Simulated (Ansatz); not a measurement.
SiO2 — ¹⁷O nuclear quadrupole resonance

Cell: a computed structure from the Materials Project (it need not be an observed phase), atoms as given.

```cif
data_SiO2
_symmetry_space_group_name_H-M 'Fddd:1'
_symmetry_Int_Tables_number 70
_cell_length_a 4.7192
_cell_length_b 9.4325
_cell_length_c 14.7256
_cell_angle_alpha 90.000
_cell_angle_beta 90.000
_cell_angle_gamma 90.000
loop_
_atom_site_label
_atom_site_type_symbol
_atom_site_symmetry_multiplicity
_atom_site_Wyckoff_symbol
_atom_site_fract_x
_atom_site_fract_y
_atom_site_fract_z
Si Si 16 g 0.7500 0.7500 0.5632
O5 O 16 d 0.3750 0.6250 0.3750
O9 O 16 f 0.5000 0.1866 0.5000
```

One atom of each set is listed; the run and its k-mesh use a cell of 12 atoms with edges of 8.74, 7.73, 5.27 Å.

Level of theory: DFT, r2SCAN, plane waves and PAW, scalar-relativistic, 500 eV cutoff, Γ-centred 5×5×5 k-points, Fermi–Dirac smearing 0.02 eV (Ansatz 0.2.0).

¹⁷O: I = 5/2, Q = -25.58 mb (year-2017 value). Static lattice, zero field.

Sites with a gradient: O5 (4 atoms; 2 Si at 1.60 Å, angle 180°); O9 (4 atoms; 2 Si at 1.62 Å, angle 137°).

**Question.** The simulated spectrum has lines at 0.877, 0.938, 1.59, 1.87 MHz. Sort them into the sets that belong together, and say which site each set most likely comes from.

**Answer.** For I = 5/2 and η = 0 the lines are 3|C_Q|/20 and twice that; η pulls their ratio below 2. O5: 0.938, 1.87 MHz (|C_Q| = 6.23 MHz, η = 0.06). O9: 0.877, 1.59 MHz (|C_Q| = 5.39 MHz, η = 0.28).

The sites follow from the calculation. At O9 V_zz runs parallel to the line that joins its two neighbours (within 1°). At O5 V_zz points along the line of its two bonds (within 1°). Like point charges on the first shell alone (each adding as 1/d³) would give the same order.

The run took 22 s of wall time (22 s of CPU time) and 1.2 GiB at its peak, on 1 thread of Intel Xeon 6975P-C (Granite Rapids) (x86_64; 16 cores open to the job, memory cap 2.5 GiB, no GPU), a shared host with a load of 0.5 a core.
